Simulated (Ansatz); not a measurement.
# CaO (zincblende type): Wannier functions and tight-binding models

Where do the localised orbitals of CaO (zincblende type) sit, how far are they spread, and how do the settings change that? The runs, in order: PBE, anion s p, 6×6×6; PBE, anion s p, 4×4×4; PBE, anion s p, 8×8×8; PBE, anion p, 6×6×6; PBE, cation s and anion p, disentangled, 6×6×6; r2SCAN, anion s p, 6×6×6; r2SCAN, cation s and anion p, disentangled, 6×6×6; r2SCAN, anion p, 6×6×6; HSE06, anion s p, 6×6×6; HSE06, anion p, 6×6×6 (level, trial orbitals, Wannier mesh).

Computed with Ansatz 0.2.0 (plane waves, PAW, unless a step's input says otherwise).

## (1) The system as given

It takes space group F-43m (No. 216, cubic). Conventional cell: a = 5.213 Å, b = 5.213 Å, c = 5.213 Å, α = 90.00°, β = 90.00°, γ = 90.00°. Around Ca (site symmetry -43m) lie 4 O at 2.26 Å. Around O (site symmetry -43m) lie 4 Ca at 2.26 Å.

As a file:

```
Ca O
1.0
     0.00000    2.60673    2.60673
     2.60673    0.00000    2.60673
     2.60673    2.60673    0.00000
Ca O
1 1
Cartesian
  0.0000 0.0000 0.0000
  1.3034 1.3034 1.3034
```

Cell and atoms come from an earlier r2SCAN relaxation.

## (2) PBE, anion s p, 6×6×6

Input file input.yaml:

```yaml
crystal:
  lattice:
    - [0.0, 2.6067317416, 2.6067317416]
    - [2.6067317416, 0.0, 2.6067317416]
    - [2.6067317416, 2.6067317416, 0.0]
  atoms:
    - { symbol: Ca, position: [0.0, 0.0, 0.0] }
    - { symbol: O, position: [0.25, 0.25, 0.25] }
kpoints:
  mp_grid: { grid: [6, 6, 6] }
  band_path:
    path:
      - [[0.0, 0.0, 0.0], [-0.5, -0.5, 4.606029357815e-17], [-0.375, -0.375, 0.25]]
      - [[-0.375, -2.327381910894e-17, 0.375], [0.0, 0.0, 0.0], [-9.797470448094e-17, 8.043784901178e-18, 0.5], [-0.5, -0.25, 0.25], [-0.5, -0.5, 4.606029357815e-17]]
    npoints: 10
hamiltonian:
  xc: pbe
scf:
  occupations: { method: fixed }
  n_extra_bands: 6
output:
  forces: false
  stress: false
  eigenvalues: true
  wannier:
    kmesh: [6, 6, 6]
    projections: [{ species: O, l: s, shell: 2 }, { species: O, l: p, shell: 2 }]
    minimise: true
    write_hr: true
    conv_tol: 1.0e-08
    max_iter: 3000
```

Started as:

```bash
$ ansatz run input.yaml --threads 4 --pin off --max-ram 3686MiB --backend cpu --events-out ev --progress --plain --runs-dir out
```

The runs that follow: PBE, anion s p, 4×4×4; PBE, anion s p, 8×8×8; PBE, anion p, 6×6×6; PBE, cation s and anion p, disentangled, 6×6×6; r2SCAN, anion s p, 6×6×6; r2SCAN, cation s and anion p, disentangled, 6×6×6; r2SCAN, anion p, 6×6×6; HSE06, anion s p, 6×6×6; HSE06, anion p, 6×6×6.

**Question.** What will the summary of the whole plan be? Wanted: total spread, PBE, anion s p, 6×6×6; total spread, PBE, anion s p, 4×4×4; total spread, PBE, anion s p, 8×8×8; total spread, PBE, anion p, 6×6×6; total spread, PBE, cation s and anion p, disentangled, 6×6×6; total spread, r2SCAN, anion s p, 6×6×6; total spread, r2SCAN, cation s and anion p, disentangled, 6×6×6; total spread, r2SCAN, anion p, 6×6×6; total spread, HSE06, anion s p, 6×6×6.

The runs gave:

| quantity | value |
| --- | --- |
| total spread, PBE, anion s p, 6×6×6 | 4.28 Å² over 4 functions |
| total spread, PBE, anion s p, 4×4×4 | 4.05 Å² over 4 functions |
| total spread, PBE, anion s p, 8×8×8 | 4.36 Å² over 4 functions |
| total spread, PBE, anion p, 6×6×6 | 3.58 Å² over 3 functions |
| total spread, PBE, cation s and anion p, disentangled, 6×6×6 | 5.42 Å² over 4 functions |
| total spread, r2SCAN, anion s p, 6×6×6 | 4.32 Å² over 4 functions |
| total spread, r2SCAN, cation s and anion p, disentangled, 6×6×6 | 5.33 Å² over 4 functions |
| total spread, r2SCAN, anion p, 6×6×6 | 3.47 Å² over 3 functions |
| total spread, HSE06, anion s p, 6×6×6 | 4.24 Å² over 4 functions |
| total spread, HSE06, anion p, 6×6×6 | 3.37 Å² over 3 functions |
| centres of the first set | 0.36 Å from the nearest atom |

In words: With PBE, anion s p, 6×6×6 the 4 functions move off the atoms, with a mean spread of 1.07 Å²; 89 % of the total is gauge invariant. The total spread goes from 4.05 Å² on 4×4×4 to 4.36 Å² on 8×8×8: finite differences in k understate it on coarse meshes, while the largest miss of a band goes from 0.03 to 0.00 eV. On one set and mesh the functional gives 4.28 (PBE), 4.32 (r2SCAN), 4.24 (HSE06) Å². The disentangled models miss some band by up to 0.8 eV, which may lie outside their frozen windows.
